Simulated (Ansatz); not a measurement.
C: random displacements

Theory: Ansatz 0.2.0, DFT PBE, scalar-relativistic, plane waves, PAW. Settings: plane waves to 420 eV, k-mesh 12×12×4 (Γ-centred), Gaussian smearing 0.05 eV. No spin polarisation. Energies are free energies at this smearing, counted from the undisturbed cell; pressure is positive in compression.

Zero of the scan (relaxed at this level; this form isn't the usual structure):

```yaml
crystal:
  lattice:
    - [2.51802, 0.00000, 0.00000]
    - [-1.25901, 2.18067, 0.00000]
    - [0.00000, 0.00000, 8.30459]
  atoms:
    - { symbol: C, position: [0.00000, 0.00000, 0.09297] }
    - { symbol: C, position: [0.00000, 0.00000, 0.59297] }
    - { symbol: C, position: [0.00000, 0.00000, 0.40703] }
    - { symbol: C, position: [0.00000, 0.00000, 0.90703] }
    - { symbol: C, position: [0.33333, 0.66667, 0.15553] }
    - { symbol: C, position: [0.66667, 0.33333, 0.65553] }
    - { symbol: C, position: [0.33333, 0.66667, 0.34447] }
    - { symbol: C, position: [0.66667, 0.33333, 0.84447] }
```

After a displacement of all atoms with no net shift, the run gives ΔE = 226.3 meV/atom; stress (xx, yy, zz, yz, xz, xy; compression positive) (5.99, 8.64, 9.69, -1.37, -1.64, -3.02) GPa; gap on the mesh 1.89 eV.

```tsv
atom	Fx (eV/Å)	Fy	Fz
C1	-1.431	3.686	3.464
C2	4.890	-3.395	0.251
C3	-1.498	-3.066	-2.049
C4	-2.637	-0.582	-3.128
C5	2.092	-3.126	-5.113
C6	-3.342	2.966	3.433
C7	0.651	3.959	1.825
C8	1.274	-0.443	1.317
```

Which displacements (Å, in the unstrained cell) and strain were applied?

| atom | ux | uy | uz |
| --- | --- | --- | --- |
| C1 | 0.03 | -0.14 | -0.02 |
| C2 | -0.13 | 0.10 | -0.05 |
| C3 | 0.01 | 0.04 | 0.03 |
| C4 | 0.14 | 0.01 | 0.05 |
| C5 | -0.04 | 0.02 | 0.11 |
| C6 | -0.03 | 0.01 | -0.09 |
| C7 | -0.03 | -0.07 | 0.00 |
| C8 | 0.06 | 0.03 | -0.03 |
The cell is not strained.

Cost: 1 run of about 0.93 core-minutes, on Intel Xeon Processor @ 2.50GHz (Skylake/Cascade Lake) (shared hosts).